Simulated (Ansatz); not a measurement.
A calculation with Ansatz 0.2.0 of LiH (native input, structure typed inline):

File input.yaml:

```yaml
crystal:
  lattice:
    - [0.0, 2.03675, 2.03675]
    - [2.03675, 0.0, 2.03675]
    - [2.03675, 2.03675, 0.0]
  atoms:
    - { symbol: Li, position: [0.0, 0.0, 0.0] }
    - { symbol: H, position: [0.5, 0.5, 0.5] }
hamiltonian:
  xc: { exchange: slater, correlation: vwn5 }
  pseudopotentials: { kind: paw, xc_functional: lda, accuracy: standard }
kpoints:
  mp_grid: { grid: [11, 11, 11] }
scf:
  occupations: { method: gaussian, width: 0.05 }
  n_extra_bands: 6
output:
  forces: true
  stress: true
  eigenvalues: true
  dos: { projected: true, de: 0.05, nscf_kmesh: { grid: [17, 17, 17] } }
```

Potentials or basis: JTH PAW LDA.

Run with:

```sh
$ ansatz run input.yaml --threads 1 --pin off --max-ram 2560MiB --backend cpu --events-out ev --progress --plain --runs-dir out
```

Question: Write the same calculation in another form: native input, Cartesian positions.

Answer: As run:

input.yaml

```yaml
crystal:
  lattice:
    - [0.0, 2.03675, 2.03675]
    - [2.03675, 0.0, 2.03675]
    - [2.03675, 2.03675, 0.0]
  atoms:
    - { symbol: Li, position_ang: [0.0, 0.0, 0.0] }
    - { symbol: H, position_ang: [2.03675, 2.03675, 2.03675] }
hamiltonian:
  xc: { exchange: slater, correlation: vwn5 }
  pseudopotentials: { kind: paw, xc_functional: lda, accuracy: standard }
kpoints:
  mp_grid: { grid: [11, 11, 11] }
scf:
  occupations: { method: gaussian, width: 0.05 }
  n_extra_bands: 6
output:
  forces: true
  stress: true
  eigenvalues: true
  dos: { projected: true, de: 0.05, nscf_kmesh: { grid: [17, 17, 17] } }
```

Potentials or basis: JTH PAW LDA.

Command:

```sh
$ ansatz run input.yaml --threads 1 --pin off --max-ram 2560MiB --backend cpu --events-out ev --progress --plain --runs-dir out
```

Both were run:

|  | native input, structure typed inline | native input, Cartesian positions |
| --- | --- | --- |
| Pressure | -4.0 GPa | -4.0 GPa |
| Band gap on the k mesh | 2.84 eV, direct | 2.84 eV, direct |

Keys that steer only the numerical path or the files written may differ.

Caveat: odd divisions of the mesh miss points on the zone boundary, where band edges often lie, so the gap on the mesh can be too wide.
